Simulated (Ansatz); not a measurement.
# Cu2O: the cost of one run

Method: DFT PBEsol, scalar-relativistic, plane waves, PAW, in Ansatz 0.2.0.

The COD entry's cell or inner coordinates are ideal or old and differ from later refinements, so a difference from it is no clean test against experiment.

1 further run of the same task is left out (set aside as unsound or not needed).

## 1. The starting structure

Symmetry: Pn-3m, No. 224, cubic system. The conventional cell has a = 4.222 Å, b = 4.222 Å, c = 4.222 Å, α = 90.00°, β = 90.00°, γ = 90.00°. Around Cu (site symmetry -3m) lie 2 O at 1.83 Å. O (site symmetry -43m) is surrounded by 4 Cu at 1.83 Å.

Coordinates:

```xyz
6
Lattice="4.2224 0.0000 0.0000 0.0000 4.2224 0.0000 0.0000 0.0000 4.2224" Properties=species:S:1:pos:R:3 pbc="T T T"
Cu    1.0556    1.0556    1.0556
Cu    1.0556    3.1668    3.1668
Cu    3.1668    3.1668    1.0556
Cu    3.1668    1.0556    3.1668
O     0.0000    0.0000    0.0000
O     2.1112    2.1112    2.1112
```

This cell was relaxed beforehand with the same method: volume 12.55 Å³/atom, gap on the mesh 0.56 eV.

## 2. Electronic structure at the relaxed geometry

input.yaml

```yaml
crystal:
  lattice:
    - [4.2223527961, 0.0, 0.0]
    - [0.0, 4.2223527961, 0.0]
    - [0.0, 0.0, 4.2223527961]
  atoms:
    - { symbol: Cu, position: [0.25, 0.25, 0.25] }
    - { symbol: Cu, position: [0.25, 0.75, 0.75] }
    - { symbol: Cu, position: [0.75, 0.75, 0.25] }
    - { symbol: Cu, position: [0.75, 0.25, 0.75] }
    - { symbol: O, position: [0.0, 0.0, 0.0] }
    - { symbol: O, position: [0.5, 0.5, 0.5] }
basis:
  ecutwfc: 420
kpoints:
  mp_grid: { grid: [8, 8, 8] }
  band_path:
    path:
      - [[0.0, 0.0, 0.0], [0.0, 0.5, 0.0], [0.5, 0.5, 0.0], [0.0, 0.0, 0.0], [0.5, 0.5, 0.5], [0.0, 0.5, 0.0]]
      - [[0.5, 0.5, 0.5], [0.5, 0.5, 0.0]]
    npoints: 14
hamiltonian:
  xc: pbesol
scf:
  occupations: { method: gaussian, width: 0.02 }
  n_extra_bands: 15
output:
  forces: true
  stress: true
  eigenvalues: true
  populations: true
  dos: { projected: true, de: 0.02, nscf_kmesh: { grid: [12, 12, 12] } }
  bader: true
  write_density: true
  write_potential: true
  elf: true
  volumetric_format: npy
```

The run is started by

```sh
$ ansatz run input.yaml --threads 1 --pin off --max-ram 2560MiB --backend cpu --events-out ev --progress --plain --runs-dir out
```

**Question.** How long does this run take on 1 thread of Intel Xeon 6975P-C (Granite Rapids), shared host, and how much memory does it need?

About 45 s, with a peak of 0.53 GiB.
